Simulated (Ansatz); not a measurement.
The system is TiAl3.

```
Ti Al
1.0
    -1.91111    1.91111    4.28067
     1.91111   -1.91111    4.28067
     1.91111    1.91111   -4.28067
Ti Al
1 3
Direct
  0.00000 0.00000 0.00000
  0.25000 0.75000 0.50000
  0.75000 0.25000 0.50000
  0.50000 0.50000 0.00000
```

The cell comes from a database or a generator and needn't be the stable form of this composition.

Base run:

```yaml
Program: Ansatz 0.2.0
Functional: PBE
Potentials_or_basis: all-electron LAPW, scalar-relativistic
Cutoff: 213 eV
Density_cutoff: 853 eV
Basis_error_allowed: 0.001 eV/atom
k_mesh: 10 × 10 × 10
Occupations: fermi-dirac, width 0.05 eV
Spin: no spin polarisation
```

Its results: band gap on the k mesh none (metal or under the smearing width); pressure 2.1 GPa.

**Question.** The run is repeated on the same cell with these changes: functional from PBE to PBEsol. What comes out?

**Answer.** Band gap on the k mesh none (metal or under the smearing width); pressure -0.5 GPa.

PBEsol binds more tightly than PBE, so the same cell stands under less pressure.

Not every run made on this cell is shown here.
